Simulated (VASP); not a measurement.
# BN (F-43m) in VASP: a series of runs, part 3 of 3

VASP 6.6.1. Earlier steps stand in the parts before.

**6. G0W0 quasiparticle levels, PBE**

Contents of POSCAR:

```
BN
1.0
    0.0000000000      1.8130010000      1.8130010000
    1.8130010000      0.0000000000      1.8130010000
    1.8130010000      1.8130010000      0.0000000000
N B
1 1
Direct
    0.2500000000      0.2500000000      0.2500000000
    0.0000000000      0.0000000000      0.0000000000
```

Contents of INCAR.step1:

```
  PREC = Accurate
  ENCUT = 450
  EDIFF = 1E-8
  ISMEAR = 0
  SIGMA = 0.01
  LREAL = False
  LASPH = True
  NELM = 100
  ALGO = Normal
  LWAVE = True
  LCHARG = False
  GGA = PE
```

Contents of INCAR.step2:

```
  PREC = Accurate
  ENCUT = 450
  EDIFF = 1E-8
  ISMEAR = 0
  SIGMA = 0.01
  LREAL = False
  LASPH = True
  NELM = 1
  ALGO = Exact
  LWAVE = True
  LCHARG = False
  GGA = PE
  NBANDS = 75
  LOPTICS = True
  ISTART = 1
```

Contents of INCAR.step3:

```
  PREC = Accurate
  ENCUT = 450
  EDIFF = 1E-8
  ISMEAR = 0
  SIGMA = 0.01
  LREAL = False
  LASPH = True
  ALGO = EVGW0
  LWAVE = False
  LCHARG = False
  GGA = PE
  NELMGW = 1
  NBANDS = 75
  ENCUTGW = 200
  NOMEGA = 48
  PRECFOCK = Fast
  ISTART = 1
  NBANDSGW = 12
```

Contents of KPOINTS:

```
Automatic mesh
0
Gamma
  3 3 3
```

Potentials or basis: VASP PAW PBE potentials, release 64 (N_GW, B_GW).

Launch:

```
> cat potpaw_PBE.64/N_GW/POTCAR potpaw_PBE.64/B_GW/POTCAR > POTCAR
> cp INCAR.step1 INCAR
> mpirun -np 1 vasp_std > vasp.out
> cp INCAR.step2 INCAR
> mpirun -np 1 vasp_std > vasp.out
> cp INCAR.step3 INCAR
> mpirun -np 1 vasp_std > vasp.out
```

OUTCAR:

```text
PREC = Accurate
   ENCUT = 450
   EDIFF = 1E-8
   ISMEAR = 0
   LREAL = False
   LASPH = True
   GGA = PE
   NELMGW = 1
   ENCUTGW = 200
   PRECFOCK = Fast
   ISTART = 1

 Found      4 irreducible k-points:

 Following reciprocal coordinates:
            Coordinates               Weight
  0.000000  0.000000  0.000000      1.000000
  0.333333  0.000000  0.000000      8.000000
  0.333333  0.333333  0.000000      6.000000
 -0.333333  0.333333  0.000000     12.000000
   k-points           NKPTS =      4   k-points in BZ     NKDIM =     27   number of bands    NBANDS=     75
   number of dos      NEDOS =    301   number of ions     NIONS =      2
   total plane-waves  NPLWV =   5832
   dimension x,y,z NGX =    18 NGY =   18 NGZ =   18
   dimension x,y,z NGXF=    36 NGYF=   36 NGZF=   36
   ions per type =               1   1
   NGX,Y,Z   is equivalent  to a cutoff of  11.67, 11.67, 11.67 a.u.
   NGXF,Y,Z  is equivalent  to a cutoff of  23.34, 23.34, 23.34 a.u.
 SYSTEM =  unknown system
   PREC   = accura    normal or accurate (medium, high low for compatibility)
   ISTART =      1    job   : 0-new  1-cont  2-samecut
   ICHARG =      0    charge: 1-file 2-atom 10-const
   ISPIN  =      1    spin polarized calculation?
   LNONCOLLINEAR =      F non collinear calculations
   LSORBIT =      F    spin-orbit coupling
   LASPH  =      T    aspherical Exc in radial PAW
   ENCUT  =  450.0 eV  33.07 Ry    5.75 a.u.   4.43  4.43  4.43*2*pi/ulx,y,z
   NELM   =     60;   NELMIN=  2; NELMDL=  0     # of ELM steps
   EDIFF  = 0.1E-07   stopping-criterion for ELM
   LREAL  =      F    real-space projection
   EDIFFG = 0.1E-06   stopping-criterion for IOM
   NSW    =      0    number of steps for IOM
   IBRION =     -1    ionic relax: 0-MD 1-quasi-New 2-CG
   NFREE  =      0    steps in history (QN), initial steepest desc. (CG)
   ISIF   =      0    stress and relaxation
   ISYM   =      3    0-nonsym 1-usesym 2-fastsym
   POTIM  = 0.5000    time-step for ionic-motion
   TEBEG  =    0.0;   TEEND  =   0.0 temperature during run
   PSTRESS=    0.0 pullay stress
   NELECT =       8.0000    total number of electrons
   NUPDOWN=      -1.0000    fix difference up-down
   EMIN   =  10.00;   EMAX   =-10.00  energy-range for DOS
   EFERMI =   0.00;   METHOD = LEGACY
   ISMEAR =     0;   SIGMA  =   0.01  broadening in eV -4-tet -1-fermi 0-gaus
   EFERMI_NEDOS =   21; number of points for ismear=-14 and -15
   IALGO  =     38    algorithm
   IMIX   =      4    mixing-type and parameters
     AMIX     =   0.40;   BMIX     =  1.00
     AMIX_MAG =   1.60;   BMIX_MAG =  1.00
  volume/ion in A,a.u.               =       5.96        40.22
  Fermi-wavevector in a.u.,A,eV,Ry     =   1.433387  2.708709 27.954506  2.054598
  Thomas-Fermi vector in A             =   2.552911
   LORBIT       =      0    0 simple, 1 ext, 2 COOP (PROOUT), +10 PAW based schemes
   GGA     = PE    functional components
   LHFCALC =     T    Hartree Fock is set to
   PRECFOCK=fast      Normal, Fast or Accurate (Low or Medium for compatibility)
   ENCUT4O =  -1.0   cutoff for four orbital integrals eV
   NKREDX  =     1    reduce k-point grid by
   NKREDY  =     1    reduce k-point grid by
   NKREDZ  =     1    reduce k-point grid by
   AEXX    =    1.0000 exact exchange contribution
   HFSCREEN=    0.0000 screening length (either q_TF or 0.3 A-1)
   HFSCREENC=   0.0000 screening length for correlation (either q_TF or 0.3 A-1)
   ENCUTFOCK=  -1.0 apply spherical cutoff to Coloumb kernel
   IVDW    =     0    specifies the selected vdW correction
   LEPSILON=     F    determine dielectric tensor
   LRPA    =     F    only Hartree local field effects (RPA)
   LRPAFORCE           =     F    calculate RPA forces
   ENCUTGW             = 200.0    cutoff for response function in eV
   ENCUTGWSOFT         = 160.0    soft cutoff for Coulomb kernel in GW response function in eV
   ENCUTLF             =  -1.0    cutoff for local field effects
   NELMGW              =     1    number of iterations in solving QP/BSE equation
   NELMHF              =     1    number of iterations in the inner HF iteration
   NKREDLFX            =     1    NKREDLFY  =   1   NKREDLFZ  =   1
 non-spin polarized calculation
 Gauss-broadening in eV      SIGMA  =   0.01
  energy-cutoff  :      450.00
  volume of cell :       11.92
 maximum number of plane-waves:       259
 NGX is ok and might be reduce to    18
  NGX = 12; NGY = 12; NGZ = 12
   NGX =  9   NGY =  9   NGZ =  9
 maximum number of plane-waves:        81

 QP shifts <psi_nk| G(iteration)W_0 |psi_nk>: iteration 1
 for sc-GW calculations column KS-energies equals QP-energies in previous step
 and V_xc(KS)=  KS-energies - (<T + V_ion + V_H > + <T+V_H+V_ion>^1  + <V_x>^1)

 k-point   1 :       0.0000    0.0000    0.0000
  band No.  KS-energies  QP-energies   sigma(KS)   V_xc(KS)     V^pw_x(r,r')   Z            occupation Imag(sigma)

      1     -12.7045     -14.8468     -18.1829     -15.4437     -26.3915       0.7821       2.0000       1.4711
      2       7.4800       6.5520     -19.3892     -18.2590     -22.3910       0.8211       2.0000       0.1138
      3       7.4800       6.5520     -19.3892     -18.2590     -22.3910       0.8211       2.0000       0.1138
      4       7.4800       6.5520     -19.3892     -18.2590     -22.3910       0.8211       2.0000       0.1138
      5      16.1541      17.3202     -12.3258     -13.7408      -6.6858       0.8241       0.0000      -0.1281
      6      16.1541      17.3202     -12.3258     -13.7408      -6.6858       0.8241       0.0000      -0.1281
      7      16.1541      17.3202     -12.3258     -13.7408      -6.6858       0.8241       0.0000      -0.1281
      8      17.6446      18.6063     -14.2011     -15.3925      -8.0853       0.8071       0.0000      -0.1566
      9      31.9542      32.2922     -10.9245     -11.3463      -3.2201       0.8014       0.0000      -0.6687
     10      35.0433      36.0296     -12.0730     -13.2558      -5.3479       0.8339       0.0000      -0.5470
     11      35.0433      36.0296     -12.0730     -13.2558      -5.3479       0.8339       0.0000      -0.5470
     12      35.6373      36.1509     -10.3630     -10.9827      -2.9663       0.8288       0.0000      -0.8593

 k-point   2 :       0.3333    0.0000    0.0000
  band No.  KS-energies  QP-energies   sigma(KS)   V_xc(KS)     V^pw_x(r,r')   Z            occupation Imag(sigma)

      1     -10.1846     -12.1417     -18.5449     -16.0149     -26.2370       0.7736       2.0000       1.1455
      2      -0.3875      -1.9199     -17.4648     -15.5250     -21.8274       0.7899       2.0000       0.2124
      3       5.9144       4.8638     -18.7925     -17.5013     -21.9873       0.8136       2.0000       0.1223
      4       5.9144       4.8638     -18.7925     -17.5013     -21.9873       0.8136       2.0000       0.1223
      5      17.2083      18.1356     -13.3730     -14.5090      -7.5426       0.8162       0.0000      -0.1415
      6      17.9907      19.2113     -12.6062     -14.0980      -6.7171       0.8182       0.0000      -0.1460
      7      17.9907      19.2113     -12.6062     -14.0980      -6.7171       0.8182       0.0000      -0.1460
      8      21.8856      23.1931     -14.0647     -15.7170      -7.3366       0.7913       0.0000      -0.2304
      9      30.4998      31.0264     -10.8100     -11.4642      -3.4614       0.8050       0.0000      -0.5373
     10      31.6850      32.5275     -11.5094     -12.5356      -4.6660       0.8210       0.0000      -0.5103
     11      31.6850      32.5275     -11.5094     -12.5356      -4.6660       0.8210       0.0000      -0.5103
     12      34.8352      35.8133     -11.7390     -12.9790      -3.5467       0.7888       0.0000      -0.8968

 k-point   3 :       0.3333    0.3333    0.0000
  band No.  KS-energies  QP-energies   sigma(KS)   V_xc(KS)     V^pw_x(r,r')   Z            occupation Imag(sigma)

      1      -9.3669     -11.2745     -18.6584     -16.1938     -26.1623       0.7740       2.0000       1.0576
      2       1.4101      -0.0680     -18.3926     -16.5363     -22.5282       0.7962       2.0000       0.1785
      3       3.4490       2.1999     -18.0316     -16.4851     -21.6274       0.8077       2.0000       0.1426
      4       3.4490       2.1999     -18.0316     -16.4851     -21.6274       0.8077       2.0000       0.1426
      5      13.0634      13.7353     -11.9400     -12.7460      -6.7471       0.8336       0.0000      -0.1160
      6      17.6331      18.3954     -12.0039     -12.9241      -6.3551       0.8284       0.0000      -0.1384
      7      22.8744      24.4241     -13.8563     -15.8195      -6.8812       0.7893       0.0000      -0.2503
      8      22.8744      24.4241     -13.8563     -15.8195      -6.8812       0.7893       0.0000      -0.2503
      9      26.5646      27.7704     -13.9342     -15.4596      -6.7446       0.7905       0.0000      -0.3528
     10      34.6302      35.6869     -11.8072     -13.1424      -3.4910       0.7914       0.0000      -0.9037
     11      40.0725      41.1750     -11.9830     -13.3029      -4.8202       0.8352       0.0000      -0.9828
     12      42.6797      43.5317     -11.0688     -12.1199      -3.0257       0.8105       0.0000      -1.1912

 k-point   4 :      -0.3333    0.3333    0.0000
  band No.  KS-energies  QP-energies   sigma(KS)   V_xc(KS)     V^pw_x(r,r')   Z            occupation Imag(sigma)

      1      -7.3843      -9.1638     -19.5304     -17.2314     -26.7577       0.7740       2.0000       0.8773
      2      -0.9236      -2.4853     -16.9726     -14.9926     -21.3312       0.7887       2.0000       0.2230
      3       0.1065      -1.4402     -17.3397     -15.3973     -21.5376       0.7963       2.0000       0.1936
      4       3.9902       2.7854     -18.2055     -16.7145     -21.7092       0.8080       2.0000       0.1380
      5      15.2084      15.9560     -12.1854     -13.0861      -6.8133       0.8300       0.0000      -0.1244
      6      21.7399      23.0390     -14.3572     -15.9843      -7.8310       0.7984       0.0000      -0.2114
      7      21.9107      23.3878     -13.4815     -15.3419      -6.6763       0.7940       0.0000      -0.2278
      8      23.3440      24.7544     -13.7250     -15.5300      -6.4707       0.7814       0.0000      -0.2865
      9      25.4984      26.4557     -12.1807     -13.3611      -5.6086       0.8110       0.0000      -0.2619
     10      32.3255      33.1608     -11.3525     -12.3564      -4.7162       0.8321       0.0000      -0.4906
     11      34.0402      35.3551     -12.5396     -14.2195      -4.1780       0.7827       0.0000      -0.8212
     12      42.0541      42.7297     -10.7384     -11.5505      -2.9540       0.8319       0.0000      -1.2263
```

Wall time 5.5 s (1 thread of Intel Xeon Platinum 8488C (Sapphire Rapids), shared host); peak memory 0.12 GiB.

The run converged, but some of its settings lie outside the range that counts as converged, so its numbers aren't taken as properties of the crystal.

What came out:

- Band gap on the k mesh, mean-field level: 5.58 eV, indirect (least direct gap 8.67 eV)
- Quasiparticle gap: 7.18 eV
- Least direct quasiparticle gap: 10.77 eV

Caveat: the k mesh is coarse (spacing up to 1.00 Å⁻¹), so the values aren't converged; bands, screening cutoff and mesh are small and nothing is extrapolated, so the quasiparticle values aren't converged; an odd mesh through Γ misses points on the zone boundary, where band edges often lie.
